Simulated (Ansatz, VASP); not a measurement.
# K: VASP beside Ansatz

```
CELL_PARAMETERS angstrom
0.00000 4.52724 4.52724
4.52724 0.00000 4.52724
4.52724 4.52724 0.00000
ATOMIC_POSITIONS crystal
K 0.87500 0.87500 0.87500
K 0.12500 0.12500 0.12500
```

Alike in both runs: functional LDA; k mesh 8 × 8 × 8; occupations fermi-dirac, width 0.05 eV; no spin polarisation.

Ansatz relaxed the structure, and its values are those at the end. VASP's run is a single point on that final structure, the one shown.

```csv
,VASP,Ansatz
version,VASP 6.6.1,Ansatz 0.2.0
potentials or method,"VASP PAW LDA potentials, release 64 (K_sv), cutoff 520 eV","all-electron LAPW, scalar-relativistic"
```

```csv
,VASP,Ansatz,Ansatz less VASP
pressure (GPa),0.0,0.1,+0.01
```

Ansatz ran all-electron here, so the differences hold the error of VASP's frozen core and of both bases.
